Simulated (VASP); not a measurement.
# SbSe: relaxation of cell and atoms with PBE

SbSe:

```
CELL_PARAMETERS angstrom
0.00000 2.99837 2.99837
2.99837 0.00000 2.99837
2.99837 2.99837 0.00000
ATOMIC_POSITIONS crystal
Sb 0.00000 0.00000 0.00000
Se 0.50000 0.50000 0.50000
```

The cell comes from a database or a generator and needn't be the stable form of this composition.

The cell isn't the ideal one: cell and atoms relaxed tightly for response.

```
Program                : VASP 6.6.1
Task                   : relaxation of cell and atoms
Functional             : PBE
Potentials or basis    : VASP PAW PBE potentials, release 64 (Sb, Se)
Cutoff                 : 600 eV
k mesh                 : 12 × 12 × 12
Occupations            : fermi-dirac, width 0.15 eV
Spin                   : no spin polarisation
Dipole correction      : no
Further INCAR settings : ALGO = Normal; EDIFF = 1e-07; IBRION = 2; EDIFFG = -0.001; NSW = 80; ISIF = 3
```

* Relaxed volume: 26.99 Å³/atom
* Relaxed cell: a = 4.242 Å, b = 4.242 Å, c = 4.242 Å, α = 60.00°, β = 60.00°, γ = 60.00°
* Space group after relaxing (to 0.05 Å): Fm-3m (No. 225)
* Energy gained by relaxing: 0.0 meV/atom
* Ionic steps: 3
* Pressure after relaxing: 0.0 GPa
* Band gap on the k mesh: none (metal or under the smearing width)

Final structure:
```
CELL_PARAMETERS angstrom
0.00000 2.99958 2.99958
2.99958 0.00000 2.99958
2.99958 2.99958 0.00000
ATOMIC_POSITIONS crystal
Sb 0.00000 0.00000 0.00000
Se 0.50000 0.50000 0.50000
```

Levels at points of the mesh, in eV from the Fermi level:
| k point | band 3 | band 4 | band 5 | band 6 | band 7 | band 8 |
| --- | --- | --- | --- | --- | --- | --- |
| (0.00, 0.00, 0.00) | -3.00 | -3.00 | -3.00 | 2.47 | 2.47 | 2.47 |
| (0.50, 0.00, 0.00) | -2.59 | -2.59 | -1.28 | -0.97 | -0.48 | -0.48 |
| (0.50, 0.50, 0.00) | -6.35 | -4.53 | -4.53 | 2.33 | 3.70 | 3.70 |

Wall time 27 s on 1 thread of Intel(R) Xeon(R) 6975P-C (Granite Rapids), with other jobs on the host, peak memory 0.24 GiB.

The run has no spin-orbit coupling, so splittings on Sb are missing.
